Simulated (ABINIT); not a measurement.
Runs of ABINIT 10.8.3 (patched build) on MgS. Symmetry: F-43m, No. 216, cubic system. The conventional cell has a = 5.666 Å, b = 5.666 Å, c = 5.666 Å, α = 90.00°, β = 90.00°, γ = 90.00°. Around S (site symmetry -43m) lie 4 Mg at 2.45 Å. Mg (site symmetry -43m) has 4 S at 2.45 Å as nearest neighbours. The cell comes from a database or a generator and needn't be the stable form of this composition.

| task | cell | k mesh | cutoff (eV) | smearing | cell freedom (optcell) | optimiser (ionmov) | cutoff smearing ecutsm (Ha) | force stop (Ha/bohr) | cutoff of the screening (Ha) | mesh quality | gap on the mesh (eV) | pressure (GPa) |
| --- | --- | --- | --- | --- | --- | --- | --- | --- | --- | --- | --- | --- |
| relaxation of cell and atoms | relaxed | 6 × 6 × 6 | 1143 | fermi-dirac 0.05 eV | 2 | 2 | 0.5 | 2e-05 | - | not flagged | 3.31 | 0.0 |
| single point | cell relaxed | 6 × 6 × 6 | 1143 | fermi-dirac 0.05 eV | - | - | - | - | - | not flagged | 3.31 | 0.0 |
| single point | as given | 6 × 6 × 6 | 1034 | fermi-dirac 0.05 eV | - | - | - | - | - | not flagged | 3.28 | (a) |
| elastic constants | cell relaxed at zero pressure by an earlier run | 4 × 4 × 4, with 4 shifts | 1143 | fixed | - | - | 0.5 | - | - | not flagged | - | 0.0 |

Alike in all rows: level PBEsol; potentials or basis PseudoDojo NC SR PBEsol v0.4.1 standard; no spin polarisation.

Task: Fill in the values left out.

Result: (a) -0.8.

A k mesh can miss the band edges.
